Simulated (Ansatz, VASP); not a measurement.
## Zn: VASP beside Ansatz

```
Zn
1.0
     0.00000    1.96478    1.96478
     1.96478    0.00000    1.96478
     1.96478    1.96478    0.00000
Zn
1
Direct
  0.00000 0.00000 0.00000
```

Alike in both runs: functional PBEsol; k mesh 12 × 12 × 12; occupations fermi-dirac, width 0.05 eV; no spin polarisation.

|  | VASP | Ansatz |
| --- | --- | --- |
| version | VASP 6.6.1 | Ansatz 0.2.0 |
| potentials or method | VASP PAW PBE potentials, release 64 (Zn), cutoff 520 eV | all-electron LAPW, scalar-relativistic |
| task | single point | band structure |

Ansatz gave:

- gap on the k mesh at the Fermi level (eV): none
- pressure (GPa): -5.2

Task: Which values does VASP return?

Result: gap on the k mesh at the Fermi level (eV): none; pressure (GPa): -4.9.

A gap of «none» marks a metal or a gap that the smearing closes. Ansatz ran all-electron here, so the differences hold the error of VASP's frozen core and of both bases.

Caveats: the PAW data sets were made with another functional, which shifts forces and pressure a little (VASP).
